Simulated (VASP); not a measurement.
## SrF2 (fluorite): computed properties

Level of theory: PBE GGA, VASP's PBE PAW potentials (set 64) (plane waves; VASP).

| Item | Value |
|---|---|
| space group | Fm-3m (225) |
| cell | a = b = c = 5.867 Å, α = β = γ = 90.00° |
| volume per atom | 16.83 Å³/atom |
| band gap (over mesh and band path) | 6.73 eV |
| smallest direct gap (over mesh and band path) | 6.84 eV |
| band-edge character | indirect, X to Γ |
| density | 4.13 g/cm³ |
| mean ε∞ (DFPT) | 2.22 |
| mean ε∞ (independent particles) | 2.29 |
| mean static ε | 7.60 |
| optical Γ-point spectrum | 198 (×3), 272 (×3) cm⁻¹ |

```cif
data_F2Sr
_chemical_formula_sum 'Sr1 F2'
_space_group_name_H-M_alt 'P 1'
_space_group_IT_number 1
_cell_length_a 4.14835
_cell_length_b 4.14835
_cell_length_c 4.14835
_cell_angle_alpha 60.000
_cell_angle_beta 60.000
_cell_angle_gamma 60.000
loop_
_space_group_symop_operation_xyz
  'x, y, z'
loop_
_atom_site_label
_atom_site_type_symbol
_atom_site_fract_x
_atom_site_fract_y
_atom_site_fract_z
_atom_site_occupancy
Sr1 Sr 0.00000 0.00000 0.00000 1
F1 F 0.25000 0.25000 0.25000 1
F2 F 0.75000 0.75000 0.75000 1
```

Measured: gap 11.10 eV (computed value off by -4.37 eV), as given by Andrés Aguado et al., Journal of the Physical Society of Japan (1999), arXiv:cond-mat/9901145; ε∞ 2.05 at 293 K (computed value off by +8.1 %), as given by H. H. Li, Journal of Physical and Chemical Reference Data (1980), doi:10.1063/1.555616 [long-wavelength limit of the electronic terms of a dispersion formula fitted to measured refractive indices over 0.15-14.0 um; lattice terms left out].

The compound is SrF2 in the fluorite structure. It was relaxed first. Symmetry was kept, so distortions that lower it aren't found.
